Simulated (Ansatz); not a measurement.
# How far is this LiCl from the hull?

These are results of DFT PBE, scalar-relativistic, plane waves, PAW in Ansatz, not measurements. All cells share a 420 eV cutoff and Γ-centred k meshes spaced at most about 0.3 Å⁻¹ (2π included). No spin polarisation.

The zero of energy is the elements' standard structures at the same level (Cl₂ as a molecule); no fitted shifts are applied.

Temperature and zero-point effects are left out.

The competitors are the elements and 1 reference phase of this chemical system (from databases or known types: LiCl), relaxed at the same level; other known phases may be missing.

The candidate was reached from: 4-connected net, two elements alternating.

Space group P6_3mc (No. 186). a = 3.906 Å, b = 3.906 Å, c = 19.028 Å, α = 90.00°, β = 90.00°, γ = 120.00°
```json
{"atom": "Li", "site": "2a", "symmetry": "3m.", "x": "0.0000", "y": "0.0000", "z": "0.1876"}
{"atom": "Li", "site": "2b", "symmetry": "3m.", "x": "0.3333", "y": "0.6667", "z": "0.5206"}
{"atom": "Li", "site": "2b", "symmetry": "3m.", "x": "0.3333", "y": "0.6667", "z": "0.8535"}
{"atom": "Cl", "site": "2a", "symmetry": "3m.", "x": "0.0000", "y": "0.0000", "z": "0.3128"}
{"atom": "Cl", "site": "2b", "symmetry": "3m.", "x": "0.3333", "y": "0.6667", "z": "0.9793"}
{"atom": "Cl", "site": "2b", "symmetry": "3m.", "x": "0.3333", "y": "0.6667", "z": "0.6463"}
```

Problem. Is it stable, and against what?

Solution. Too close to call. Its formation energy is -1.875 eV/atom. The lowest competing phase at this composition is this:

| phase | space group | source | share of atoms | ΔE_f (eV/atom) |
| --- | --- | --- | --- | --- |
| LiCl | P6_3mc (No. 186) | Materials Project | 1.0000 | -1.878 |

The candidate lies level with this phase within the noise. The candidate matches no cell in the subsets of the Crystallography Open Database and the Materials Project at hand. Checks: no imaginary mode on a 2×2×1 q mesh. The Crystallography Open Database lists this formula in another space group (No. 225).
